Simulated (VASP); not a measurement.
These are r2SCAN meta-GGA, VASP's PBE PAW potentials (set 64) (plane waves; VASP) values and carry that method's errors.

Gaps are without spin-orbit coupling.

Order these relaxed crystals by band gap, smallest first: PbIF, P4/nmm (129); GaAs, P6_3mc (186); ZrO2, Fm-3m (225); BAs, F-43m (216).

GaAs, P6_3mc (186) (0.97 eV), BAs, F-43m (216) (1.38 eV), PbIF, P4/nmm (129) (2.38 eV), ZrO2, Fm-3m (225) (3.87 eV)
